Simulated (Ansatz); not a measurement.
**Titanium (A15) across density functionals**

All rows: Ansatz, plane waves with scalar-relativistic PAW, 420 eV (500 eV for the SCAN forms), relaxed under each functional, no dispersion correction, no zero-point motion. B₀ comes from uniform scaling at fixed shape; a dash is a value not given.

```csv
functional,V (Å³/atom),cell,magnetic state,ΔE to hcp (meV/atom)
PBE,17.52,a = 5.194 Å,spin not included,191
r²SCAN,17.47,a = 5.189 Å,spin not included,225
LDA,16.04,a = 5.044 Å,spin not included,167
revPBE,17.94,a = 5.235 Å,spin not included,194
RPBE,18.09,a = 5.250 Å,spin not included,196
BLYP,17.93,a = 5.234 Å,spin not included,176
```

Task: What does PBEsol give?

Result: V (Å³/atom): 16.75; cell: a = 5.117 Å; magnetic state: spin not included; ΔE to hcp (meV/atom): 185.
